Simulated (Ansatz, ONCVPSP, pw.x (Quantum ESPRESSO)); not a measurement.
## From atom to crystal: ONCV potential for magnesium (Mg)

ONCVPSP 4.0.1.1 (patched build) input, shortened (lines: element, Z, core and valence counts, functional; n l f; lmax; l rc ep ncon nbas qcut; lloc lpopt rc5 dvloc0; l nproj debl; icmod fcfact rcfact), PBE, scalar-relativistic:

```
  Mg 12.00    3    1        4      upf
    1    0    2.00
    2    0    2.00
    2    1    6.00
    3    0    2.00
    2
    0    2.80    0.00    4    9    2.80
    1    2.15    0.36    4    9    4.60
    2    2.90    0.03    3    6    3.80
    4    5    1.40    6.00
    0    2    3.70
    1    2    1.20
    2    2    3.40
    1    0.65    0.00
```

Crystal test: bcc Mg in pw.x 7.5, no spin, 13³ k-points, Fermi–Dirac smearing 0.01 Ry, cutoffs 50/200 Ry. The lattice is a test structure that the element need not adopt, and mesh and smearing are coarse.

pw.x input:

```
&control
  calculation='scf', prefix='x', pseudo_dir='./', outdir='./tmp', tstress=.true., disk_io='none'
/
&system
  ibrav=0, nat=1, ntyp=1, ecutwfc=50, ecutrho=200, nbnd=8,
  occupations='smearing', smearing='fd', degauss=0.01
/
&electrons
  conv_thr=1e-09, mixing_beta=0.4, electron_maxstep=70
/
ATOMIC_SPECIES
Mg 1.0 Mg.UPF
CELL_PARAMETERS angstrom
  -1.78814222 1.78814222 1.78814222
  1.78814222 -1.78814222 1.78814222
  1.78814222 1.78814222 -1.78814222
ATOMIC_POSITIONS crystal
Mg 0.0000 0.0000 0.0000
K_POINTS automatic
13 13 13 0 0 0
```

```bash
pw.x < Mg.scf.in > Mg.scf.out
```

Task: How does the run end?

Result: It converges; the pressure is -0.19 GPa against 0.19 GPa from all-electron LAPW.  The log shows:

```
     lattice parameter (alat)  =       5.8528  a.u.
     unit-cell volume          =     154.3344 (a.u.)^3
     number of electrons       =         2.00
     number of Kohn-Sham states=            8
     kinetic-energy cutoff     =      50.0000  Ry
     charge density cutoff     =     200.0000  Ry
     scf convergence threshold =      1.0E-09
     Exchange-correlation= PBE
     number of k points=    84  Fermi-Dirac smearing, width (Ry)=  0.0100
     iteration #  1     ecut=    50.00 Ry     beta= 0.40
     total energy              =      -3.25410897 Ry
     estimated scf accuracy    <       0.00442686 Ry
     iteration #  2     ecut=    50.00 Ry     beta= 0.40
     total energy              =      -3.25359706 Ry
     estimated scf accuracy    <       0.00152054 Ry
     iteration #  3     ecut=    50.00 Ry     beta= 0.40
     total energy              =      -3.25362288 Ry
     estimated scf accuracy    <       0.00000015 Ry
     iteration #  4     ecut=    50.00 Ry     beta= 0.40
     c_bands:  1 eigenvalues not converged
     total energy              =      -3.25362413 Ry
     estimated scf accuracy    <       0.00000002 Ry
     iteration #  5     ecut=    50.00 Ry     beta= 0.40
     total energy              =      -3.25362413 Ry
     estimated scf accuracy    <       0.00000003 Ry
     iteration #  6     ecut=    50.00 Ry     beta= 0.40
     the Fermi energy is     3.6526 ev
!    total energy              =      -3.25362413 Ry
     estimated scf accuracy    <          4.6E-10 Ry
     smearing contrib. (-TS)   =      -0.00215500 Ry
     The total energy is F=E-TS. E is the sum of the following terms:
     one-electron contribution =       1.30117490 Ry
     hartree contribution      =       0.00323425 Ry
     xc contribution           =      -2.40191154 Ry
     ewald contribution        =      -2.15396673 Ry
     convergence has been achieved in   6 iterations
          total   stress  (Ry/bohr**3)                   (kbar)     P=       -1.93
     Message from routine punch:
     Nothing written, as per user request (disk_io='none')
```
